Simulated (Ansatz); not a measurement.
Crystal: CuO (Tenorite).

```
CELL_PARAMETERS angstrom
2.34185 -1.71130 0.00000
2.34185 1.71130 0.00000
-0.85003 0.00000 5.05787
ATOMIC_POSITIONS crystal
Cu 0.50000 0.00000 0.50000
Cu 0.00000 0.50000 0.00000
O 0.41840 0.58160 0.75000
O 0.58160 0.41840 0.25000
```

* Program: Ansatz 0.2.0
* Task: relaxation of cell and atoms
* Functional: rPW86-PBE
* Dispersion: rVV10
* Potentials or basis: Ansatz PAW
* Cutoff: 420 eV (not typed: the program's choice for these potentials)
* k mesh: 10 × 10 × 5
* Occupations: fermi-dirac, width 0.05 eV
* Spin: no spin polarisation

At the start: volume 10.13 Å³/atom.

Q: Where does the relaxation end?

A: It ends after 23 steps and the volume is 11.28 Å³/atom (+11.3 %); space group P4_2/mmc (No. 131, to 0.05 Å).

Step by step:
```csv
step,energy change (eV),largest force (eV/Å),volume (Å³)
1,0.0000,0.2143,40.54
2,-0.0653,0.2226,42.15
3,-0.1017,0.1039,43.99
4,-0.1116,0.0145,43.79
5,-0.1189,0.0187,43.97
6,-0.1205,0.0000,43.90
7,-0.1205,0.0000,43.90
8,-0.1717,0.0003,43.90
9,-0.1944,0.0061,44.59
10,-0.1983,0.0206,44.93
11,-0.1991,0.0008,44.88
12,-0.1989,0.0004,44.90
13,-0.1991,0.0002,44.88
14,-0.2144,0.0019,44.88
15,-0.2186,0.0007,45.03
16,-0.2189,0.0003,45.11
17,-0.2190,0.0000,45.10
18,-0.2217,0.0002,45.10
19,-0.2223,0.0021,45.13
20,-0.2222,0.0014,45.13
21,-0.2226,0.0014,45.13
22,-0.2226,0.0001,45.14
23,-0.2226,0.0001,45.14
```

Final structure:
```
Cu O
1.0
     2.08441   -2.08180    0.16289
     2.08441    2.08180    0.16289
    -0.40478    0.00000    5.16924
Cu O
2 2
Cartesian
  0.8398 -1.0409 2.6661
  1.0422 1.0409 0.0814
  1.7808 0.0002 4.0398
  1.9832 -0.0002 1.4552
```

Caveat: the plane-wave basis is chosen anew once the cell has moved, so the energies of steps on either side of that aren't comparable; the pressure holds a Pulay correction of +0.7 GPa for the finite cutoff; the volume moved by +11 % from the deposited cell, more than functionals usually miss; the run has no spin polarisation, though such a crystal can be magnetic; the PAW data sets come from PBE, with cores solved anew for the run's functional, which leaves a small shift of forces and pressure.
